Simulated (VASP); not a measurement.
# Al (Im-3m) in VASP: further runs

One crystal, Al, is run at these levels: PBEsol, LDA; tasks: relaxation of cell and atoms.

Program: VASP 6.6.1. These are calculated values, not measurements. Logs are shortened: lines on timing, memory, paths and dates and some standing lists are left out, and cuts for length are marked.

**1. The crystal as given**

Symmetry: Im-3m, No. 229, cubic system. The conventional cell has a = 3.214 Å, b = 3.214 Å, c = 3.214 Å, α = 90.00°, β = 90.00°, γ = 90.00°. Al (site symmetry m-3m) has 8 Al at 2.78 Å as nearest neighbours.

This isn't the form of Al at room conditions, which is fcc.

**2. Relaxation of cell and atoms, PBEsol**

Contents of INCAR:

```
PREC = Accurate
ENCUT = 600
EDIFF = 1E-7
ISMEAR = 0
SIGMA = 0.1
LREAL = F
LASPH = T
NELM = 100
ALGO = Normal
ISIF = 3
LWAVE = F
LCHARG = F
GGA = PS
IBRION = 2
NSW = 90
EDIFFG = -0.005
```

Contents of KPOINTS:

```
regular mesh
0
Gamma
  18 18 18
```

Contents of POSCAR:

```
Al
1.0
   -1.6070005800      1.6070005800      1.6070005800
    1.6070005800     -1.6070005800      1.6070005800
    1.6070005800      1.6070005800     -1.6070005800
Al
1
Direct
    0.0000000000      0.0000000000      0.0000000000
```

Potentials or basis: VASP PAW PBE potentials, release 64 (Al).

On the command line:

```bash
$ cat potpaw_PBE.64/Al/POTCAR > POTCAR
$ mpirun -np 1 vasp_std > vasp.out
```

OUTCAR:

```text
PREC = Accurate
   ENCUT = 600
   EDIFF = 1E-7
   ISMEAR = 0
   LREAL = F
   LASPH = T
   NELM = 100
   ISIF = 3
   GGA = PS
   IBRION = 2
   NSW = 90
   EDIFFG = -0.005

 ion  position               nearest neighbor table
   1  0.000  0.000  0.000-

  LATTYP: Found a body centered cubic cell.
 ALAT       =     3.2140011600

  Lattice vectors:

 A1 = (  -1.6070005800,   1.6070005800,   1.6070005800)
 A2 = (   1.6070005800,  -1.6070005800,   1.6070005800)
 A3 = (   1.6070005800,   1.6070005800,  -1.6070005800)

Analysis of symmetry for initial positions (statically):
=====================================================================
 Subroutine PRICEL returns:
 Original cell was already a primitive cell.

 Routine SETGRP: Setting up the symmetry group for a
 body centered cubic supercell.

 Subroutine GETGRP returns: Found 48 space group operations
 (whereof 48 operations were pure point group operations)
 out of a pool of 48 trial point group operations.

The static configuration has the point symmetry O_h .

Analysis of symmetry for dynamics (positions and initial velocities):
=====================================================================
 Subroutine PRICEL returns:
 Original cell was already a primitive cell.

 Routine SETGRP: Setting up the symmetry group for a
 body centered cubic supercell.

 Subroutine GETGRP returns: Found 48 space group operations
 (whereof 48 operations were pure point group operations)
 out of a pool of 48 trial point group operations.

The dynamic configuration has the point symmetry O_h .

 Subroutine INISYM returns: Found 48 space group operations
 (whereof 48 operations are pure point group operations),
 and found     1 'primitive' translations

----------------------------------------------------------------------------------------

                                     Primitive cell

  volume of cell :      16.6000

  direct lattice vectors                    reciprocal lattice vectors
    -1.607000580  1.607000580  1.607000580     0.000000000  0.311138656  0.311138656
     1.607000580 -1.607000580  1.607000580     0.311138656  0.000000000  0.311138656
     1.607000580  1.607000580 -1.607000580     0.311138656  0.311138656  0.000000000

  length of vectors
     2.783406652  2.783406652  2.783406652     0.440016507  0.440016507  0.440016507

  position of ions in fractional coordinates (direct lattice)
     0.000000000  0.000000000  0.000000000

  ion indices of the primitive-cell ions
   primitive index   ion index
                 1           1

----------------------------------------------------------------------------------------

 KPOINTS: regular mesh

Automatic generation of k-mesh.
 Grid dimensions read from file:
 generate k-points for:   18   18   18

 Generating k-lattice:

  Cartesian coordinates                     Fractional coordinates (reciprocal lattice)
     0.000000000  0.017285481  0.017285481     0.055555556  0.000000000  0.000000000
     0.017285481  0.000000000  0.017285481     0.000000000  0.055555556  0.000000000
     0.017285481  0.017285481  0.000000000     0.000000000  0.000000000  0.055555556

  Length of vectors
     0.024445361  0.024445361  0.024445361

  Shift w.r.t. Gamma in fractional coordinates (k-lattice)
     0.000000000  0.000000000  0.000000000

 Subroutine IBZKPT returns following result:
 ===========================================

 Found    195 irreducible k-points:

 Following reciprocal coordinates:
            Coordinates               Weight
  0.000000  0.000000  0.000000      1.000000
  0.055556  0.000000  0.000000     12.000000
  0.111111  0.000000  0.000000     12.000000
  0.166667  0.000000  0.000000     12.000000
  0.222222  0.000000  0.000000     12.000000
  0.277778  0.000000  0.000000     12.000000
[... 16 lines left out ...]
  0.333333  0.111111  0.000000     48.000000
  0.388889  0.111111  0.000000     48.000000
 [... further k-points ...]
   k-points           NKPTS =    195   k-points in BZ     NKDIM =    195   number of bands    NBANDS=      5
   number of dos      NEDOS =    301   number of ions     NIONS =      1
   total plane-waves  NPLWV =  13824
   dimension x,y,z NGX =    24 NGY =   24 NGZ =   24
   dimension x,y,z NGXF=    48 NGYF=   48 NGZF=   48
   ions per type =               1
   NGX,Y,Z   is equivalent  to a cutoff of  14.33, 14.33, 14.33 a.u.
   NGXF,Y,Z  is equivalent  to a cutoff of  28.67, 28.67, 28.67 a.u.
 SYSTEM =  unknown system
   PREC   = accura    normal or accurate (medium, high low for compatibility)
   ISTART =      0    job   : 0-new  1-cont  2-samecut
   ICHARG =      2    charge: 1-file 2-atom 10-const
   ISPIN  =      1    spin polarized calculation?
   LNONCOLLINEAR =      F non collinear calculations
   LSORBIT =      F    spin-orbit coupling
   LASPH  =      T    aspherical Exc in radial PAW
   ENCUT  =  600.0 eV  44.10 Ry    6.64 a.u.   5.56  5.56  5.56*2*pi/ulx,y,z
   NELM   =    100;   NELMIN=  2; NELMDL= -5     # of ELM steps
   EDIFF  = 0.1E-06   stopping-criterion for ELM
   LREAL  =      F    real-space projection
   EDIFFG = -.5E-02   stopping-criterion for IOM
   NSW    =     90    number of steps for IOM
   IBRION =      2    ionic relax: 0-MD 1-quasi-New 2-CG
   NFREE  =      1    steps in history (QN), initial steepest desc. (CG)
   ISIF   =      3    stress and relaxation
   ISYM   =      2    0-nonsym 1-usesym 2-fastsym
   POTIM  = 0.5000    time-step for ionic-motion
   TEBEG  =    0.0;   TEEND  =   0.0 temperature during run
   PSTRESS=    0.0 pullay stress
   NELECT =       3.0000    total number of electrons
   NUPDOWN=      -1.0000    fix difference up-down
   EMIN   =  10.00;   EMAX   =-10.00  energy-range for DOS
   EFERMI =   0.00;   METHOD = LEGACY
   ISMEAR =     0;   SIGMA  =   0.10  broadening in eV -4-tet -1-fermi 0-gaus
   EFERMI_NEDOS =   21; number of points for ismear=-14 and -15
   IALGO  =     38    algorithm
   IMIX   =      4    mixing-type and parameters
     AMIX     =   0.40;   BMIX     =  1.00
     AMIX_MAG =   1.60;   BMIX_MAG =  1.00
  volume/ion in A,a.u.               =      16.60       112.02
  Fermi-wavevector in a.u.,A,eV,Ry     =   0.925577  1.749087 11.656013  0.856693
  Thomas-Fermi vector in A             =   2.051446
   LORBIT       =      0    0 simple, 1 ext, 2 COOP (PROOUT), +10 PAW based schemes
   GGA     = PS    functional components
   LHFCALC =     F    Hartree Fock is set to
   AEXX    =    0.0000 exact exchange contribution
   IVDW    =     0    specifies the selected vdW correction
   LEPSILON=     F    determine dielectric tensor
   LRPA    =     F    only Hartree local field effects (RPA)
 conjugate gradient relaxation of ions
 non-spin polarized calculation
 Gauss-broadening in eV      SIGMA  =   0.10
  energy-cutoff  :      600.00
  volume of cell :       16.60
 maximum number of plane-waves:       586
 NGX is ok and might be reduce to    24
   NGX = 11   NGY = 11   NGZ = 11

 number of electron       3.0000000 magnetization

 Free energy of the ion-electron system (eV)
  ---------------------------------------------------
  ext. energy  EPLUGINS =         0.00000000
  ---------------------------------------------------
  free energy    TOTEN  =        -3.99643305 eV

  energy without entropy =       -3.99473515  energy(sigma->0) =       -3.99558410

 E-fermi :   7.8972     XC(G=0): -10.2385

 val. band max:        7.8546483548   @ k =  -0.3889  -0.4444   0.2222
 cond. band min:       7.8999567570   @ k =   0.2778   0.1667   0.0556
 fundamental gap:      0.0453084022
 Fermi energy:         7.8972117152

 k-point     1 :       0.0000    0.0000    0.0000
  band No.  band energies     occupation
      1      -3.1964      2.00000
      2      21.0938      0.00000
      3      21.0938      0.00000
      4      21.0938      0.00000
      5      22.4785      0.00000

 k-point     2 :       0.0556    0.0000    0.0000
  band No.  band energies     occupation
      1      -3.1080      2.00000
      2      19.9257      0.00000
      3      20.3911      0.00000
      4      20.7262      0.00000
      5      22.1103      0.00000

 k-point     3 :       0.1111    0.0000    0.0000
  band No.  band energies     occupation
      1      -2.8429      2.00000
      2      17.8074      0.00000
      3      19.3996      0.00000
      4      19.9136      0.00000
      5      21.3152      0.00000

 k-point     4 :       0.1667    0.0000    0.0000
  band No.  band energies     occupation
      1      -2.4022      2.00000
      2      15.5167      0.00000
      3      18.5025      0.00000
      4      19.0103      0.00000
      5      20.4572      0.00000

 k-point     5 :       0.2222    0.0000    0.0000
  band No.  band energies     occupation
      1      -1.7875      2.00000
      2      13.2595      0.00000
      3      17.7366      0.00000
      4      18.1699      0.00000
      5      19.6744      0.00000

 k-point     6 :       0.2778    0.0000    0.0000
  band No.  band energies     occupation
      1      -1.0010      2.00000
      2      11.1015      0.00000
      3      17.1092      0.00000
      4      17.4510      0.00000
      5      19.0129      0.00000
[... 113 lines left out ...]
 k-point    21 :       0.2222    0.1111    0.0000
  band No.  band energies     occupation
      1      -0.7398      2.00000
      2      11.3282      0.00000
      3      14.1912      0.00000
      4      16.9913      0.00000
      5      20.4304      0.00000

 k-point    22 :       0.2778    0.1111    0.0000
  band No.  band energies     occupation
      1       0.2138      2.00000
      2       9.3065      0.00000
      3      13.6354      0.00000
      4      16.4733      0.00000
      5      19.9139      0.00000

 k-point    23 :       0.3333    0.1111    0.0000
  band No.  band energies     occupation
      1       1.3321      2.00000
      2       7.4196      2.00000
      3      13.2370      0.00000
      4      16.0991      0.00000
      5      19.5360      0.00000

 k-point    24 :       0.3889    0.1111    0.0000
  band No.  band energies     occupation
      1       2.6074      2.00000
      2       5.6814      2.00000
      3      12.9973      0.00000
      4      15.8732      0.00000
      5      19.3062      0.00000

 [... further k-points ...]
[... 5 lines left out ...]
  --------------------------------------------------------------------------------------
  -------------------------------------------------------------------------------------
  Total        0.0027032      0.0027032      0.0027032     -0.0000000     -0.0000000      0.0000000
  in kB        0.2609060      0.2609060      0.2609060     -0.0000000     -0.0000000      0.0000000
  external PRESSURE =       0.2609060 kB  Pullay stress =       0.0000000 kB

 VOLUME and BASIS-vectors are now :
 -----------------------------------------------------------------------------
  energy-cutoff  :      600.00
  volume of cell :       16.60
      direct lattice vectors                 reciprocal lattice vectors
    -1.607000580  1.607000580  1.607000580     0.000000000  0.311138656  0.311138656
     1.607000580 -1.607000580  1.607000580     0.311138656  0.000000000  0.311138656
     1.607000580  1.607000580 -1.607000580     0.311138656  0.311138656  0.000000000

 POSITION                                       TOTAL-FORCE (eV/Angst)
 -----------------------------------------------------------------------------------
      0.00000      0.00000      0.00000         0.000000      0.000000     -0.000000
 -----------------------------------------------------------------------------------
    total drift:                                0.000000     -0.000000     -0.000000

  FREE ENERGIE OF THE ION-ELECTRON SYSTEM (eV)
  ---------------------------------------------------
  free  energy   TOTEN  =        -3.9964330516 eV

  energy  without entropy=       -3.9947351495  energy(sigma->0) =       -3.99558410

 reached required accuracy - stopping structural energy minimisation
```

It took 6.8 s on 1 thread of Intel Xeon Platinum 8559C (Emerald Rapids), shared host; peak memory 0.14 GiB.

Results:

```
Free energy             : -3.9964 eV
Pressure after relaxing : 0.0 GPa
Band gap on the k mesh  : none (metal or under the smearing width)
```

Final structure:
```
CELL_PARAMETERS angstrom
-1.60700 1.60700 1.60700
1.60700 -1.60700 1.60700
1.60700 1.60700 -1.60700
ATOMIC_POSITIONS crystal
Al 0.00000 0.00000 0.00000
```

Levels at points of the mesh, in eV from the Fermi level:
```csv
k point,band 1,band 2,band 3,band 4
"(0.00, 0.00, 0.00)",-11.09,13.20,13.20,13.20
"(0.50, 0.00, 0.00)",-4.31,-3.86,8.10,8.23
"(0.50, 0.50, 0.50)",1.85,1.85,1.85,2.97
```

Caveat: the relaxation stopped at its first step, so nothing moved; the PAW data sets were made with another functional, which shifts forces and pressure a little.

**3. Relaxation of cell and atoms, LDA**

Changes to INCAR since step 2:

```diff
@@ -12,3 +12,3 @@
 LCHARG = F
-GGA = PS
+GGA = CA
 IBRION = 2
```

KPOINTS is that of step 2.

POSCAR is that of step 2.

Potentials or basis: VASP PAW LDA potentials, release 64 (Al).

On the command line:

```bash
$ cat potpaw_LDA.64/Al/POTCAR > POTCAR
$ mpirun -np 1 vasp_std > vasp.out
```

Run time: 12 s. Hardware: 1 thread of Intel Xeon Platinum 8559C (Emerald Rapids), shared host; peak memory 0.13 GiB.

It converged, with:

```
Free energy                            : -4.0939 eV
Relaxed volume                         : 16.24 Å³/atom
Relaxed cell                           : a = 2.763 Å, b = 2.763 Å, c = 2.763 Å, α = 109.47°, β = 109.47°, γ = 109.47°
Space group after relaxing (to 0.05 Å) : Im-3m (No. 229)
Energy gained by relaxing              : 1.8 meV/atom
Ionic steps                            : 3
Pressure after relaxing                : 0.0 GPa
Band gap on the k mesh                 : none (metal or under the smearing width)
```

The path:
| step | energy change (eV) | largest force (eV/Å) | pressure (GPa) | volume (Å³) |
| --- | --- | --- | --- | --- |
| 1 | 0.0000 | 0.0000 | -1.58 | 16.60 |
| 2 | -0.0018 | 0.0000 | 0.14 | 16.21 |
| 3 | -0.0018 | 0.0000 | 0.00 | 16.24 |

Final structure:
```xyz
1
Lattice="-1.5953 1.5953 1.5953 1.5953 -1.5953 1.5953 1.5953 1.5953 -1.5953" Properties=species:S:1:pos:R:3 pbc="T T T"
Al    0.0000    0.0000    0.0000
```

Levels at points of the mesh, in eV from the Fermi level:
```tsv
k point	band 1	band 2	band 3	band 4	band 5
(0.00, 0.00, 0.00)	-11.22	13.28	13.28	13.28	14.65
(0.50, 0.00, 0.00)	-4.35	-3.90	8.15	8.31	10.03
(0.50, 0.50, 0.50)	1.86	1.86	1.86	3.02	3.02
```
